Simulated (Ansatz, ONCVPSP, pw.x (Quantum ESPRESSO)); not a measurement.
## Si (bcc): variants of one ONCV potential in the solid

```json
{
  "Element": "Si (Z = 14)",
  "Generator": "ONCVPSP 4.0.1.1 (patched build)",
  "Type": "optimised norm-conserving Vanderbilt (ONCV)",
  "Functional": "LDA (Perdew-Wang 92)",
  "Relativity": "scalar-relativistic",
  "Frozen core": "[Ne]",
  "Valence charge": "4",
  "Reference configuration": "3s2 3p2",
  "Partial waves": "3s: rc 1.65 bohr, ncon 4, nbas 8, qcut 4 1/bohr, 2 projectors, debl 0.5 Ha; 3p: rc 1.70 bohr, ncon 4, nbas 9, qcut 4.7 1/bohr, 1 projector",
  "Local potential": "polynomial inside 1.15 bohr (lpopt 5, dvloc0 6 Ha)",
  "Core correction": "Teter function, fcfact 2.75, rcfact 1.2"
}
```

Crystal test: bcc Si in pw.x 7.5, no spin, 15³ k-points, Fermi–Dirac smearing 0.01 Ry, cutoffs set for each file from its atomic test. The reference is all-electron LAPW (Ansatz 0.2.0) with the same functional, mesh and smearing; V0 and B0 come from Birch–Murnaghan fits to the pressures at five volumes. Errors are pseudo minus all-electron; Δ is the rms difference of the E(V) curves that follow from these fits, minima aligned, over ±6 % about the mean V0. Mesh and smearing are coarse, so the numbers serve the comparison and aren't converged zero-temperature values; the lattice is a test structure that the element need not adopt.

All-electron: a0 = 3.045 Å (V0 = 14.12 Å³/atom), B0 = 101.1 GPa.

Base: This is a poor potential for the solid.

1 further variants are left out: they gave no file fit for a test, a broken result, the same result as the base, or pressures whose basis-set error rivals the error shown.

```tsv
change	cutoffs (Ry)	pw.x	a0 (Å)	a0 error (%)	B0 error (%)	Δ (meV/atom)	mean pressure error (GPa)
base	60/240	converged	3.091	+1.52	-4.0	14.2	+4.93
local potential polynomial inside 1.50 bohr (lpopt 5, dvloc0 0 Ha)	60/240	converged	3.079	+1.11	-3.1	10.4	+3.54
p: nbas 8	60/240	converged	3.091	+1.52	-4.1	14.2	+4.93
reference 3s2 3p1	70/280	converged; energies reset by the program	3.089	+1.43	-3.9	13.3	+4.60
```

(1) Give the row for: local potential polynomial inside 0.82 bohr (lpopt 5, dvloc0 6 Ha).

Answers

(1) pw.x: converged; mean pressure error (GPa): +0.80; a0 (Å): 3.053; a0 error (%): +0.26; B0 error (%): -1.0; Δ (meV/atom): 2.4.
